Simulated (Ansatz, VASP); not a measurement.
## AlN in VASP and in Ansatz

File INCAR:

```
PREC = Accurate
ENCUT = 520
EDIFF = 1E-7
ISMEAR = -5
SIGMA = 0.1
LREAL = False
LASPH = True
NELM = 80
ALGO = Normal
ISIF = 2
LWAVE = False
LCHARG = True
LELF = True
LVHAR = True
NBANDS = 11
```

KPOINTS

```
regular mesh
0
Gamma
  15 15 15
```

Contents of POSCAR:

```
AlN
1.0
    0.0000000000      1.9218087507      1.9218087507
    1.9218087507      0.0000000000      1.9218087507
    1.9218087507      1.9218087507      0.0000000000
Al N
1 1
Direct
    0.0000000000      0.0000000000      0.0000000000
    0.5000000000      0.5000000000      0.5000000000
```

Input for Ansatz:

```yaml
crystal:
  lattice:
    - [0.0, 1.9218087507, 1.9218087507]
    - [1.9218087507, 0.0, 1.9218087507]
    - [1.9218087507, 1.9218087507, 0.0]
  atoms:
    - { symbol: Al, position: [0.0, 0.0, 0.0] }
    - { symbol: "N", position: [0.5, 0.5, 0.5] }
kpoints:
  mp_grid: { grid: [15, 15, 15] }
scf:
  occupations: { method: tetrahedron }
hamiltonian:
  xc: lda
  pseudopotentials: { kind: paw }
output:
  forces: true
  stress: true
  eigenvalues: true
  populations: true
  write_density: true
  write_potential: true
  elf: true
  volumetric_format: npy
```

Measurements of this composition are mostly on another form, of space group No. 186.

Alike in both runs: task single point; functional LDA; k mesh 15 × 15 × 15; occupations tetrahedron; no spin polarisation.

|  | VASP | Ansatz |
| --- | --- | --- |
| version | VASP 6.6.1 | Ansatz 0.2.0 |
| potentials or method | VASP PAW LDA potentials, release 64 (Al, N) | PAW with Ansatz's default frozen-core files, scalar-relativistic |
| plane-wave cutoff (eV) | 520 | 420 |
| valence electrons in the cell | 8 | 8 |

|  | VASP | Ansatz | Ansatz less VASP |
| --- | --- | --- | --- |
| gap on the k mesh at the Fermi level (eV) | 4.91 | 4.92 | +0.007 |

Ansatz warned: «band_table_not_solved_further».

Caveats: an odd mesh through Γ misses points on the zone boundary, where band edges often lie. LDA gaps usually lie below the measured ones, often by a third to a half.
